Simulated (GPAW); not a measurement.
CdSe (Cadmoselite): single point with PBE

**What was measured.**

From a printed reference work, data compilation, for a bulk crystal of CdSe at 2 K: band gap 1.841 eV.

The system is CdSe (Cadmoselite).

```
CELL_PARAMETERS angstrom
4.30000 0.00000 0.00000
-2.15000 3.72391 0.00000
0.00000 0.00000 7.02000
ATOMIC_POSITIONS crystal
Cd 0.66667 0.33333 0.50000
Cd 0.33333 0.66667 0.00000
Se 0.66667 0.33333 0.88500
Se 0.33333 0.66667 0.38500
```

* Program: GPAW 26.7.0
* Task: single point
* Functional: PBE
* Potentials or basis: GPAW PAW data sets (gpaw-data 1.2.1)
* Cutoff: 600 eV
* Basis: pw
* k mesh: 7 × 7 × 4
* Occupations: fermi-dirac, width 0.05 eV
* Spin: no spin polarisation
* Maxiter: 150

| Item | Value |
| --- | --- |
| Pressure | 2.8 GPa |
| Largest force | 0.281 eV/Å |
| Band gap on the k mesh | 0.70 eV, direct |

Forces on the atoms (eV/Å):
```
Cd   0.000  0.000  0.281
Cd   0.000  0.000  0.281
Se   0.000  0.000 -0.281
Se   0.000  0.000 -0.281
```

Stress tensor (GPa, compression positive):
```
3.46 0.00 0.00
0.00 3.46 0.00
0.00 0.00 1.46
```

Levels at points of the mesh, in eV from the valence-band top:
| k point | band 14 | band 15 | band 16 | band 17 | band 18 | band 19 | band 20 | band 21 | band 22 | band 23 |
| --- | --- | --- | --- | --- | --- | --- | --- | --- | --- | --- |
| (0.00, 0.00, 0.00) | -0.72 | -0.72 | -0.01 | 0.00 | 0.00 | 0.70 | 2.11 | 5.86 | 5.86 | 6.11 |
| (0.00, 0.00, 0.50) | -2.57 | -0.38 | -0.38 | -0.38 | -0.38 | 2.33 | 2.33 | 5.81 | 5.81 | 6.24 |

It took 46 s on 1 thread of Arm Neoverse V2 (shared host), peak memory 0.24 GiB.

Measured gap of CdSe: 1.841 eV (2 K; a printed reference work, data compilation). This calculation gives 0.70 eV (-1.14 eV). So large a miss can be the level of theory's own, or it may mean another phase, state or a wrong row. Spin-orbit coupling on Cd, Se is left out. The value is that of PBE, without temperature or zero-point motion. Semilocal functionals fall short of measured gaps as a rule.
